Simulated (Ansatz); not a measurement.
Which YAML input does this script hand to the engine? (the Python package of Ansatz (0.2.0))

The script, `cu2o_eps.py`:
```python
# -*- coding: utf-8 -*-
'''Response of Cu2O to an electric field.'''

import warnings

import ansatz
import numpy as np

warnings.simplefilter('ignore', ansatz.DeckWarning)

lattice = ansatz.Lattice.of(
    (4.26, 0.0, 0.0),
    (0.0, 4.26, 0.0),
    (0.0, 0.0, 4.26),
)
sites = [
    ('Cu', (0.25, 0.25, 0.25)),
    ('Cu', (0.25, 0.75, 0.75)),
    ('Cu', (0.75, 0.75, 0.25)),
    ('Cu', (0.75, 0.25, 0.75)),
    ('O', (0.0, 0.0, 0.0)),
    ('O', (0.5, 0.5, 0.5)),
]
xtal = ansatz.Crystal(lattice=lattice)
for symbol, position in sites:
    xtal = xtal.atom(symbol, position)

# an insulator: whole occupations
calc = (
    xtal.calculation()
    .functional('pbe')
    .basis(550)
    .kpoints(4, 4, 4)
    .occupations('fixed')
    .dielectric()
)
outcome = calc.run()
response = outcome.dielectric
eps = np.asarray(response.eps_inf)

print(f'mean eps_inf {np.trace(eps) / 3:.3f}, fraction of exact exchange 1/eps = {3 / np.trace(eps):.3f}')
print(np.array2string(eps, precision=3, suppress_small=True))
for index, (site, z) in enumerate(zip(outcome.lattice.sites, response.zstar_e)):
    print('Born charge tensor of', site.symbol, index)
    print(np.round(z, 3) + 0.0)
print(f'charge neutrality missed by {response.zstar_sum_residual_pre_e:.4f} e before the sum rule')
```

Running `python cu2o_eps.py` prints:
```text
mean eps_inf 9.174, fraction of exact exchange 1/eps = 0.109
[[ 9.174  0.    -0.   ]
 [ 0.     9.174  0.   ]
 [-0.     0.     9.174]]
Born charge tensor of Cu 0
[[0.823 0.413 0.413]
 [0.413 0.823 0.413]
 [0.413 0.413 0.823]]
Born charge tensor of Cu 1
[[ 0.823 -0.413 -0.413]
 [-0.413  0.823  0.413]
 [-0.413  0.413  0.823]]
Born charge tensor of Cu 2
[[ 0.823  0.413 -0.413]
 [ 0.413  0.823 -0.413]
 [-0.413 -0.413  0.823]]
Born charge tensor of Cu 3
[[ 0.823 -0.413  0.413]
 [-0.413  0.823 -0.413]
 [ 0.413 -0.413  0.823]]
Born charge tensor of O 4
[[-1.645  0.     0.   ]
 [ 0.    -1.645  0.   ]
 [ 0.     0.    -1.645]]
Born charge tensor of O 5
[[-1.645  0.     0.   ]
 [ 0.    -1.645  0.   ]
 [ 0.     0.    -1.645]]
charge neutrality missed by 0.0055 e before the sum rule
```

`input.yaml`:
```yaml
crystal:
  lattice:
    - [4.26, 0.0, 0.0]
    - [0.0, 4.26, 0.0]
    - [0.0, 0.0, 4.26]
  atoms:
    - { symbol: Cu, position: [0.25, 0.25, 0.25] }
    - { symbol: Cu, position: [0.25, 0.75, 0.75] }
    - { symbol: Cu, position: [0.75, 0.75, 0.25] }
    - { symbol: Cu, position: [0.75, 0.25, 0.75] }
    - { symbol: O, position: [0.0, 0.0, 0.0] }
    - { symbol: O, position: [0.5, 0.5, 0.5] }
basis:
  ecutwfc: 550.0
kpoints:
  mp_grid:
    grid: [4, 4, 4]
hamiltonian:
  xc: pbe
scf:
  occupations:
    method: fixed
dielectric: {}
```

Notes:
- The run is spin-unpolarised.
- Under fixed occupations the level called the Fermi level is the highest filled one on the SCF mesh; off the mesh a filled band can lie a little above it.
- Of the deposited cell: the entry's cell lengths or inner coordinates differ somewhat from later room-temperature determinations.
- Pressure is positive in compression.
- Without a Hubbard U or exact exchange, semilocal functionals often make such 3d compounds metallic or too weakly gapped.
- The structure is a deposited one; some such entries were measured under pressure or heat, so a shift against it needn't be the functional's error alone.
- This is the electronic (clamped-ion) response; a semilocal gap that is too small tends to raise it. The typed mesh is that of the SCF; the response is solved on denser meshes that the run picks.
- Wall time of the script: 110 s on 1 thread of Arm Neoverse V2 (shared host), peak memory 0.87 GiB.
